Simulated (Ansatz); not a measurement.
# BN: energy over two strains

How does the energy of BN (P4_2/mnm, No. 136; 8 atoms in the cell) change over two coordinates at once? A grid of runs gives the map.

Method: DFT PBE, scalar-relativistic, plane waves, PAW, in Ansatz 0.2.0.

14 further runs of the same task are left out: 14 set aside as unsound or not needed. Runs told in other sessions of the task aren't counted.

## 1. The starting structure

Symmetry: P4_2/mnm, No. 136, tetragonal system. The conventional cell has a = 4.423 Å, b = 4.423 Å, c = 2.549 Å, α = 90.00°, β = 90.00°, γ = 90.00°. B (site symmetry m2m) is surrounded by 4 N at 1.54 to 1.60 Å. N (site symmetry m2m) has 4 B at 1.54 to 1.60 Å in its first shell of neighbours.

As a file:

```
B N
1.0
     4.42268    0.00000    0.00000
     0.00000    4.42268    0.00000
     0.00000    0.00000    2.54919
B N
4 4
Cartesian
  0.7708 3.6519 1.2746
  1.4406 1.4406 0.0000
  2.9821 2.9821 0.0000
  3.6519 0.7708 1.2746
  3.5939 3.5939 1.2746
  1.3826 3.0401 0.0000
  3.0401 1.3826 0.0000
  0.8288 0.8288 1.2746
```

It goes back to an entry of the Materials Project, which need not be the stable form.

It is the result of an earlier relaxation at this level (volume 6.23 Å³/atom; gap on the mesh: 4.82 eV).

## 3. The grid

The energy is mapped over two homogeneous strains (x along [1 0 0], y along [0 1 0], z along [0 0 1] of the conventional cell).

First coordinate, engineering shear strain xz: 9 values from −14.0 %. Second coordinate, normal strain along z: 9 values from −11.00 %.

Nothing else is relaxed (fractional coordinates fixed). Energies count from the relaxed crystal. Points are written as (first, second).

(The set-up runs are not shown.)

## 4. The run at (−14.0 %, −11.00 %)

input.yaml reads:

```yaml
crystal:
  lattice:
    - [4.4226829661, 0.0, -0.3095878076]
    - [0.0, 4.4226829661, 0.0]
    - [-0.1784435456, 0.0, 2.2687822232]
  atoms:
    - { symbol: B, position: [0.1742811368, 0.8257188632, 0.5] }
    - { symbol: B, position: [0.3257188632, 0.3257188632, 0.0] }
    - { symbol: B, position: [0.6742811368, 0.6742811368, 0.0] }
    - { symbol: B, position: [0.8257188632, 0.1742811368, 0.5] }
    - { symbol: "N", position: [0.8126115048, 0.8126115048, 0.5] }
    - { symbol: "N", position: [0.3126115048, 0.6873884952, 0.0] }
    - { symbol: "N", position: [0.6873884952, 0.3126115048, 0.0] }
    - { symbol: "N", position: [0.1873884952, 0.1873884952, 0.5] }
basis:
  ecutwfc: 520.0
kpoints:
  mp_grid: { grid: [6, 6, 10] }
hamiltonian:
  xc: pbe
  pseudopotentials: { kind: paw, azcp: { folder: soft_1 } }
scf:
  occupations: { method: gaussian, width: 0.05 }
output:
  forces: true
  stress: true
  eigenvalues: true
  write_density: true
  write_potential: true
  elf: true
  volumetric_format: npy
```

On the command line:

```
$ ansatz run input.yaml --threads 2 --pin off --max-ram 4096MiB --backend cpu --events-out ev --progress --plain --runs-dir out
```

Further runs follow: the other points that were computed.

What does the calculation give? Wanted: lowest point; highest computed point; largest force on an atom.

As calculated:

```
                       quantity                                                                             value
                   lowest point                                                       (0.0 %, 0.00 %), 0 meV/atom
         highest computed point                                (−14.0 %, −11.00 %), 469 meV/atom above the lowest
largest force on an atom (eV/Å)  0.00 at (0.0 %, 0.00 %) to 3.49 at (−14.0 %, −11.00 %); 0.00 at the lowest point
            time for all points                                                 8.7 min on 2 threads, shared host
```

In words: The lowest computed point is at (0.0 %, 0.00 %), which is the relaxed crystal itself. The grid shows no well of another kind. The highest computed point, (−14.0 %, −11.00 %), lies 469 meV/atom above the lowest. Round the minimum the two coordinates are nearly uncoupled. The curvatures of the interpolated surface at the minimum, over the volume, give stiffnesses of about 340 and 970 GPa for the two patterns (per unit amplitude as drawn, so not the usual moduli), with the ions clamped; on a grid this wide they are rough.
